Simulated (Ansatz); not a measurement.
Consider ZrO2 in the fluorite structure (space group Fm-3m, No. 225).

```yaml
crystal:
  lattice:
    - [0.00000, 2.54457, 2.54457]
    - [2.54457, 0.00000, 2.54457]
    - [2.54457, 2.54457, 0.00000]
  atoms:
    - { symbol: Zr, position: [0.00000, 0.00000, 0.00000] }
    - { symbol: O, position: [0.25000, 0.25000, 0.25000] }
    - { symbol: O, position: [0.75000, 0.75000, 0.75000] }
```

Cartesian axes are those of the cell as printed.

All numbers come from DFT with r2SCAN, PAW potentials and a 500 eV plane-wave cutoff in Ansatz (a first-principles code), scalar-relativistic without spin-orbit coupling, earlier PAW set.

Perturbation: tensor shear ε_yz = −1.30 % (engineering shear γ = -0.0260); the atoms relax in the strained cell.

Predict the stress tensor and what it implies for the stiffness.

Stress of the strained cell less that of the base (GPa, compression positive):
```
   0.07    0.00    0.00
   0.00    0.11    1.83
   0.00    1.83    0.11
```

Then −Δσ/γ with γ = 2ε = -0.0260 gives secant stiffness values (nonlinear terms included at this strain): C44 ≈ 70 GPa.

Whether these cells are dynamically stable was not tested. This is not the structure that ZrO2 has at room temperature and ambient pressure.
